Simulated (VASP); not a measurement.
# ZnS (P6_3mc) in VASP: further runs

ZnS is run at these levels: PBE; tasks: single point.

Program: VASP 6.6.1. These are calculated values, not measurements. Logs are shortened: lines on timing, memory, paths and dates and some standing lists are left out, and cuts for length are marked.

**What was measured.**

A printed reference work, monograph reports, for a bulk crystal of ZnS at 4 K: band gap 3.911 eV (direct).

How close the calculation comes is told below.

**1. The cell of the first run**

It takes space group P6_3mc (No. 186, hexagonal). The conventional cell has a = 3.845 Å, b = 3.845 Å, c = 6.305 Å, α = 90.00°, β = 90.00°, γ = 120.00°. Within 3.1 Å of Zn (site symmetry 3m) lie 4 S at 2.36 Å. Within 3.1 Å of S (site symmetry 3m) lie 4 Zn at 2.36 Å.

**2. Single point, PBE**

The input, INCAR:

```
SYSTEM = ZnS
PREC = Accurate
ENCUT = 520
EDIFF = 1E-7
ISMEAR = 0
SIGMA = 0.05
LREAL = .FALSE.
LASPH = .TRUE.
NELM = 60
ALGO = Normal
ISIF = 2
LWAVE = .FALSE.
LCHARG = .FALSE.
GGA = PE
NBANDS = 26
```

The input, KPOINTS:

```
Automatic mesh
0
G
  12 12 4
  0 0 0
```

The input, POSCAR:

```
ZnS
1.0
    3.8454929889      0.0000000000      0.0000000000
   -1.9227464944      3.3302946184      0.0000000000
    0.0000000000      0.0000000000      6.3053333047
Zn S
2 2
Direct
    0.3333333333      0.6666666667      0.0052197899
    0.6666666667      0.3333333333      0.5052197899
    0.3333333333      0.6666666667      0.3797802101
    0.6666666667      0.3333333333      0.8797802101
```

Potentials or basis: VASP PAW PBE potentials, release 64 (Zn, S).

Started as:

```bash
cat potpaw_PBE.64/Zn/POTCAR potpaw_PBE.64/S/POTCAR > POTCAR
mpirun -np 1 vasp_std > vasp.out
```

OUTCAR:

```text
SYSTEM = ZnS
   PREC = Accurate
   ENCUT = 520
   EDIFF = 1E-7
   ISMEAR = 0
   LREAL = .FALSE.
   LASPH = .TRUE.
   NELM = 60
   ISIF = 2
   GGA = PE

 ion  position               nearest neighbor table
   1  0.333  0.667  0.005-   4 2.36   4 2.36   4 2.36   3 2.36
   2  0.667  0.333  0.505-   3 2.36   3 2.36   3 2.36   4 2.36
   3  0.333  0.667  0.380-   2 2.36   2 2.36   2 2.36   1 2.36
   4  0.667  0.333  0.880-   1 2.36   1 2.36   1 2.36   2 2.36

  LATTYP: Found a hexagonal cell.
 ALAT       =     3.8454929889
 C/A-ratio  =     1.6396683918

  Lattice vectors:

 A1 = (   3.8454929889,   0.0000000000,   0.0000000000)
 A2 = (  -1.9227464944,   3.3302946184,   0.0000000000)
 A3 = (   0.0000000000,   0.0000000000,   6.3053333047)

Analysis of symmetry for initial positions (statically):
=====================================================================
 Subroutine PRICEL returns:
 Original cell was already a primitive cell.

 Routine SETGRP: Setting up the symmetry group for a
 hexagonal supercell.

 Subroutine GETGRP returns: Found 12 space group operations
 (whereof  6 operations were pure point group operations)
 out of a pool of 24 trial point group operations.

The static configuration has the point symmetry C_3v.
 The point group associated with its full space group is C_6v.

Analysis of symmetry for dynamics (positions and initial velocities):
=====================================================================
 Subroutine PRICEL returns:
 Original cell was already a primitive cell.

 Routine SETGRP: Setting up the symmetry group for a
 hexagonal supercell.

 Subroutine GETGRP returns: Found 12 space group operations
 (whereof  6 operations were pure point group operations)
 out of a pool of 24 trial point group operations.

The dynamic configuration has the point symmetry C_3v.
 The point group associated with its full space group is C_6v.

 Subroutine INISYM returns: Found 12 space group operations
 (whereof  6 operations are pure point group operations),
 and found     1 'primitive' translations

----------------------------------------------------------------------------------------

                                     Primitive cell

  volume of cell :      80.7500

  direct lattice vectors                    reciprocal lattice vectors
     3.845492989  0.000000000  0.000000000     0.260044682  0.150136867  0.000000000
    -1.922746494  3.330294618  0.000000000     0.000000000  0.300273734  0.000000000
     0.000000000  0.000000000  6.305333305     0.000000000  0.000000000  0.158595898

  length of vectors
     3.845492989  3.845492989  6.305333305     0.300273734  0.300273734  0.158595898

  position of ions in fractional coordinates (direct lattice)
     0.333333333  0.666666667  0.005219790
     0.666666667  0.333333333  0.505219790
     0.333333333  0.666666667  0.379780210
     0.666666667  0.333333333  0.879780210

  ion indices of the primitive-cell ions
   primitive index   ion index
                 1           1
                 2           2
                 3           3
                 4           4

----------------------------------------------------------------------------------------

 KPOINTS: Automatic mesh

Automatic generation of k-mesh.
 Grid dimensions read from file:
 generate k-points for:   12   12    4

 Generating k-lattice:

  Cartesian coordinates                     Fractional coordinates (reciprocal lattice)
     0.021670390  0.012511406  0.000000000     0.083333333  0.000000000  0.000000000
     0.000000000  0.025022811  0.000000000     0.000000000  0.083333333  0.000000000
     0.000000000  0.000000000  0.039648975     0.000000000  0.000000000  0.250000000

  Length of vectors
     0.025022811  0.025022811  0.039648975

  Shift w.r.t. Gamma in fractional coordinates (k-lattice)
     0.000000000  0.000000000  0.000000000

 Subroutine IBZKPT returns following result:
 ===========================================

 Found     57 irreducible k-points:

 Following reciprocal coordinates:
            Coordinates               Weight
  0.000000  0.000000  0.000000      1.000000
  0.083333 -0.000000  0.000000      6.000000
  0.166667 -0.000000  0.000000      6.000000
  0.250000  0.000000  0.000000      6.000000
  0.333333  0.000000  0.000000      6.000000
  0.416667  0.000000  0.000000      6.000000
[... 16 lines left out ...]
  0.250000  0.000000  0.250000     12.000000
  0.333333  0.000000  0.250000     12.000000
 [... further k-points ...]
   k-points           NKPTS =     57   k-points in BZ     NKDIM =     57   number of bands    NBANDS=     26
   number of dos      NEDOS =    301   number of ions     NIONS =      4
   total plane-waves  NPLWV =  43200
   dimension x,y,z NGX =    30 NGY =   30 NGZ =   48
   dimension x,y,z NGXF=    60 NGYF=   60 NGZF=   96
   ions per type =               2   2
   NGX,Y,Z   is equivalent  to a cutoff of  12.97, 12.97, 12.66 a.u.
   NGXF,Y,Z  is equivalent  to a cutoff of  25.94, 25.94, 25.31 a.u.
 SYSTEM =  ZnS
   PREC   = accura    normal or accurate (medium, high low for compatibility)
   ISTART =      0    job   : 0-new  1-cont  2-samecut
   ICHARG =      2    charge: 1-file 2-atom 10-const
   ISPIN  =      1    spin polarized calculation?
   LNONCOLLINEAR =      F non collinear calculations
   LSORBIT =      F    spin-orbit coupling
   LASPH  =      T    aspherical Exc in radial PAW
   ENCUT  =  520.0 eV  38.22 Ry    6.18 a.u.   7.15  7.15 11.72*2*pi/ulx,y,z
   NELM   =     60;   NELMIN=  2; NELMDL= -5     # of ELM steps
   EDIFF  = 0.1E-06   stopping-criterion for ELM
   LREAL  =      F    real-space projection
   EDIFFG = 0.1E-05   stopping-criterion for IOM
   NSW    =      0    number of steps for IOM
   IBRION =     -1    ionic relax: 0-MD 1-quasi-New 2-CG
   NFREE  =      0    steps in history (QN), initial steepest desc. (CG)
   ISIF   =      2    stress and relaxation
   ISYM   =      2    0-nonsym 1-usesym 2-fastsym
   POTIM  = 0.5000    time-step for ionic-motion
   TEBEG  =    0.0;   TEEND  =   0.0 temperature during run
   PSTRESS=    0.0 pullay stress
   NELECT =      36.0000    total number of electrons
   NUPDOWN=      -1.0000    fix difference up-down
   EMIN   =  10.00;   EMAX   =-10.00  energy-range for DOS
   EFERMI =   0.00;   METHOD = LEGACY
   ISMEAR =     0;   SIGMA  =   0.05  broadening in eV -4-tet -1-fermi 0-gaus
   EFERMI_NEDOS =   21; number of points for ismear=-14 and -15
   IALGO  =     38    algorithm
   IMIX   =      4    mixing-type and parameters
     AMIX     =   0.40;   BMIX     =  1.00
     AMIX_MAG =   1.60;   BMIX_MAG =  1.00
  volume/ion in A,a.u.               =      20.19       136.23
  Fermi-wavevector in a.u.,A,eV,Ry     =   1.250628  2.363344 21.280464  1.564070
  Thomas-Fermi vector in A             =   2.384613
   LORBIT       =      0    0 simple, 1 ext, 2 COOP (PROOUT), +10 PAW based schemes
   GGA     = PE    functional components
   LHFCALC =     F    Hartree Fock is set to
   AEXX    =    0.0000 exact exchange contribution
   IVDW    =     0    specifies the selected vdW correction
   LEPSILON=     F    determine dielectric tensor
   LRPA    =     F    only Hartree local field effects (RPA)
 non-spin polarized calculation
 Gauss-broadening in eV      SIGMA  =   0.05
  energy-cutoff  :      520.00
  volume of cell :       80.75
 maximum number of plane-waves:      2208
 NGX is ok and might be reduce to    30
   NGX = 15   NGY = 15   NGZ = 23

 number of electron      36.0000011 magnetization

 Free energy of the ion-electron system (eV)
  ---------------------------------------------------
  ext. energy  EPLUGINS =         0.00000000
  ---------------------------------------------------
  free energy    TOTEN  =       -13.69376890 eV

  energy without entropy =      -13.69376890  energy(sigma->0) =      -13.69376890

 E-fermi :   2.1806     XC(G=0):  -9.5158

 val. band max:        1.9122118369   @ k =   0.0000   0.0000   0.0000
 cond. band min:       3.9939673561   @ k =   0.0000   0.0000   0.0000
 fundamental gap:      2.0817555192
 Fermi energy:         2.1805894779

 k-point     1 :       0.0000    0.0000    0.0000
  band No.  band energies     occupation
      1     -11.0943      2.00000
      2     -10.2054      2.00000
      3      -4.3424      2.00000
      4      -4.3307      2.00000
      5      -4.3307      2.00000
      6      -4.2527      2.00000
[... 18 lines left out ...]
     25       9.5900      0.00000
     26      11.0409      0.00000

 k-point     2 :       0.0833   -0.0000    0.0000
  band No.  band energies     occupation
      1     -11.0492      2.00000
      2     -10.1800      2.00000
      3      -4.3389      2.00000
      4      -4.3275      2.00000
      5      -4.3217      2.00000
      6      -4.2478      2.00000
[... 18 lines left out ...]
     25       9.7973      0.00000
     26      10.7737      0.00000

 k-point     3 :       0.1667   -0.0000    0.0000
  band No.  band energies     occupation
      1     -10.9199      2.00000
      2     -10.1115      2.00000
      3      -4.3403      2.00000
      4      -4.3070      2.00000
      5      -4.2982      2.00000
      6      -4.2284      2.00000
[... 18 lines left out ...]
     25      10.1698      0.00000
     26      10.3714      0.00000

 k-point     4 :       0.2500    0.0000    0.0000
  band No.  band energies     occupation
      1     -10.7261      2.00000
      2     -10.0218      2.00000
      3      -4.3369      2.00000
      4      -4.2808      2.00000
      5      -4.2701      2.00000
      6      -4.1827      2.00000
[... 18 lines left out ...]
     25      10.3691      0.00000
     26      10.7161      0.00000
[... 496 lines left out ...]
      1     -10.8146      2.00000
      2     -10.2451      2.00000
      3      -4.3505      2.00000
      4      -4.2987      2.00000
      5      -4.2873      2.00000
      6      -4.2463      2.00000
[... 18 lines left out ...]
     25      10.0059      0.00000
     26      10.2278      0.00000

 k-point    23 :       0.2500    0.0000    0.2500
  band No.  band energies     occupation
      1     -10.6316      2.00000
      2     -10.1343      2.00000
      3      -4.3476      2.00000
      4      -4.2851      2.00000
      5      -4.2551      2.00000
      6      -4.1966      2.00000
[... 18 lines left out ...]
     25      10.3111      0.00000
     26      10.7857      0.00000

 k-point    24 :       0.3333    0.0000    0.2500
  band No.  band energies     occupation
      1     -10.4242      2.00000
      2     -10.0287      2.00000
      3      -4.3370      2.00000
      4      -4.2650      2.00000
      5      -4.2276      2.00000
      6      -4.1232      2.00000
[... 18 lines left out ...]
     25      10.6122      0.00000
     26      11.6426      0.00000

 [... further k-points ...]
[... 5 lines left out ...]
  --------------------------------------------------------------------------------------
  -------------------------------------------------------------------------------------
  Total        0.0636003      0.0636003      0.0658671      0.0000000      0.0000000      0.0000000
  in kB        1.2619051      1.2619051      1.3068827      0.0000000      0.0000000      0.0000000
  external PRESSURE =       1.2768976 kB  Pullay stress =       0.0000000 kB

 VOLUME and BASIS-vectors are now :
 -----------------------------------------------------------------------------
  energy-cutoff  :      520.00
  volume of cell :       80.75
      direct lattice vectors                 reciprocal lattice vectors
     3.845492989  0.000000000  0.000000000     0.260044682  0.150136867  0.000000000
    -1.922746494  3.330294618  0.000000000     0.000000000  0.300273734  0.000000000
     0.000000000  0.000000000  6.305333305     0.000000000  0.000000000  0.158595898

 POSITION                                       TOTAL-FORCE (eV/Angst)
 -----------------------------------------------------------------------------------
     -0.00000      2.22020      0.03291        -0.000000      0.000000      0.001105
      1.92275      1.11010      3.18558         0.000000     -0.000000      0.001105
     -0.00000      2.22020      2.39464        -0.000000      0.000000     -0.001105
      1.92275      1.11010      5.54731         0.000000     -0.000000     -0.001105
 -----------------------------------------------------------------------------------
    total drift:                               -0.000000     -0.000000     -0.000173

  FREE ENERGIE OF THE ION-ELECTRON SYSTEM (eV)
  ---------------------------------------------------
  free  energy   TOTEN  =       -13.6937689023 eV

  energy  without entropy=      -13.6937689023  energy(sigma->0) =      -13.69376890
```

Run time: 84 s. Hardware: 1 thread of Intel Xeon Platinum 8488C (Sapphire Rapids), shared host; peak memory 0.25 GiB.

Results:

* Free energy: -13.6938 eV
* Pressure: 0.1 GPa
* Band gap on the k mesh: 2.08 eV, direct

**3. Single point, PBE**

The input, INCAR:

```
SYSTEM = ZnS
PREC = Accurate
ENCUT = 520
EDIFF = 1E-6
ISMEAR = 0
SIGMA = 0.02
LREAL = .FALSE.
LASPH = .TRUE.
NELM = 60
ALGO = Normal
ISIF = 2
LWAVE = .FALSE.
LCHARG = .TRUE.
GGA = PE
LELF = .TRUE.
LVHAR = .TRUE.
NBANDS = 26
```

The input, KPOINTS:

```
Automatic mesh
0
G
  12 12 6
  0 0 0
```

POSCAR is that of step 2.

Potentials or basis: VASP PAW PBE potentials, release 64 (Zn, S).

Started as:

```bash
cat potpaw_PBE.64/Zn/POTCAR potpaw_PBE.64/S/POTCAR > POTCAR
mpirun -np 1 vasp_std > vasp.out
```

It took 1.9 min on 1 thread of Intel Xeon Platinum 8488C (Sapphire Rapids), shared host; peak memory 0.28 GiB.

Results (log left out):

* Free energy: -13.6938 eV
* Pressure: 0.1 GPa
* Band gap on the k mesh: 2.08 eV, direct

Levels at points of the mesh, in eV from the valence-band top:
```
           k point  band 14  band 15  band 16  band 17  band 18  band 19  band 20  band 21  band 22  band 23
(0.00, 0.00, 0.00)    -0.85    -0.85    -0.07     0.00     0.00     2.08     3.05     6.33     6.33     6.59
(0.50, 0.00, 0.00)    -4.01    -3.14    -2.14    -1.61    -0.85     3.68     4.18     5.14     6.93     7.29
(0.00, 0.00, 0.50)    -2.80    -0.45    -0.45    -0.45    -0.45     3.48     3.48     6.76     6.76     6.78
(0.50, 0.00, 0.50)    -4.74    -1.56    -1.56    -1.54    -1.54     3.54     3.54     5.24     5.24     8.78
```

**4. Single point, PBE**

The input, INCAR:

```
  ALGO = Normal
  EDIFF = 1E-7
  ENCUT = 520
  GGA = PE
  ISIF = 2
  ISMEAR = 0
  LASPH = T
  LCHARG = F
  LREAL = F
  LWAVE = F
  NBANDS = 26
  NELM = 60
  PREC = Accurate
  SIGMA = 0.05
```

The input, KPOINTS:

```
k-points
0
Gamma
  12 12 6
```

POSCAR is that of step 3.

Started as:

```bash
cat potpaw_PBE.64/Zn/POTCAR potpaw_PBE.64/S/POTCAR > POTCAR
mpirun -np 1 vasp_std > vasp.out
```

It took 1.8 min on 1 thread of Intel Xeon Platinum 8488C (Sapphire Rapids), shared host; peak memory 0.28 GiB.

It converged, with:

| Quantity | Value |
| --- | --- |
| Free energy | -13.6938 eV |
| Pressure | 0.1 GPa |
| Band gap on the k mesh | 2.08 eV, direct |

Levels at points of the mesh, in eV from the valence-band top:
```csv
k point,band 16,band 17,band 18,band 19,band 20,band 21
"(0.00, 0.00, 0.00)",-0.07,0.00,0.00,2.08,3.05,6.33
"(0.50, 0.00, 0.00)",-2.14,-1.61,-0.85,3.68,4.18,5.14
"(0.00, 0.00, 0.50)",-0.45,-0.45,-0.45,3.48,3.48,6.76
"(0.50, 0.00, 0.50)",-1.56,-1.54,-1.54,3.54,3.54,5.24
```

**5. Summary**

| k mesh | smearing | gap on the mesh (eV) | pressure (GPa) |
| --- | --- | --- | --- |
| 12 × 12 × 4 | gaussian 0.05 eV | 2.08 | 0.1 |
| 12 × 12 × 6 | gaussian 0.02 eV | 2.08 | 0.1 |
| 12 × 12 × 6 | gaussian 0.05 eV | 2.08 | 0.1 |

Alike in all rows: task single point; level PBE; potentials or basis VASP PAW PBE potentials, release 64 (Zn, S); no spin polarisation; cell a = 3.845, b = 3.845, c = 6.305 Å, angles 90.0, 90.0, 120.0°, 4 atoms; cutoff (eV) 520.

On the cell as given the gap runs from 2.08 eV (PBE) to 2.08 eV (PBE); the meshes differ, which moves gaps too.

Total energies depend on the potentials used, so only differences within one code and one set of settings carry meaning.

**6. How close it comes**

Step 2. A measured gap of ZnS is 3.911 eV (direct; 4 K; a printed reference work, monograph); the calculated 2.08 eV misses it by -1.83 eV. The value is that of PBE on a finite k mesh, which can miss the band edges, without temperature or zero-point motion. Semilocal functionals fall short of measured gaps as a rule.

Step 3. Measured gap of ZnS: 3.911 eV (direct; 4 K; a printed reference work, monograph). This calculation gives 2.08 eV (-1.83 eV). The value is that of PBE on a finite k mesh, which can miss the band edges, without temperature or zero-point motion. Semilocal functionals fall short of measured gaps as a rule.

Step 4. Against the measured gap of ZnS, 3.911 eV (direct; 4 K; a printed reference work, monograph), the calculated 2.08 eV is off by -1.83 eV. The value is that of PBE on a finite k mesh, which can miss the band edges, without temperature or zero-point motion. Semilocal functionals fall short of measured gaps as a rule.
